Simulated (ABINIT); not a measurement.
The system is Sb.

```xyz
1
Lattice="3.1600 0.0000 0.0000 0.0000 3.1600 0.0000 0.0000 0.0000 3.1600" Properties=species:S:1:pos:R:3 pbc="T T T"
Sb    0.0000    0.0000    0.0000
```

This isn't the form of Sb at room conditions, which is rhombohedral.

| Quantity | Value |
| --- | --- |
| Program | ABINIT 10.8.3 (patched build) |
| Task | relaxation of cell and atoms |
| Functional | PBEsol |
| Potentials or basis | PseudoDojo NC SR PBEsol v0.4.1 standard |
| Cutoff | 1088 eV |
| k mesh | 6 × 6 × 6 |
| Occupations | fermi-dirac, width 0.05 eV |
| Spin | no spin polarisation |

At the start: pressure -3.8 GPa; volume 31.55 Å³/atom.

How do energy, volume and symmetry change on relaxing?

Over 5 steps the energy falls by 33.9 meV/atom and the volume is 28.83 Å³/atom (-8.6 %); space group Pm-3m (No. 221, to 0.05 Å).

Step by step:
| step | energy change (eV) | largest force (eV/Å) | pressure (GPa) | volume (Å³) |
| --- | --- | --- | --- | --- |
| 1 | 0.0000 | 0.0000 | -3.85 | 31.55 |
| 2 | -0.0083 | 0.0000 | -3.36 | 31.18 |
| 3 | -0.0339 | 0.0000 | -0.15 | 28.92 |
| 4 | -0.0339 | 0.0000 | 0.01 | 28.83 |
| 5 | -0.0339 | 0.0000 | 0.00 | 28.83 |

Final structure:
```yaml
crystal:
  lattice:
    - [3.06645, 0.00000, 0.00000]
    - [0.00000, 3.06645, 0.00000]
    - [0.00000, 0.00000, 3.06645]
  atoms:
    - { symbol: Sb, position: [0.00000, 0.00000, 0.00000] }
```
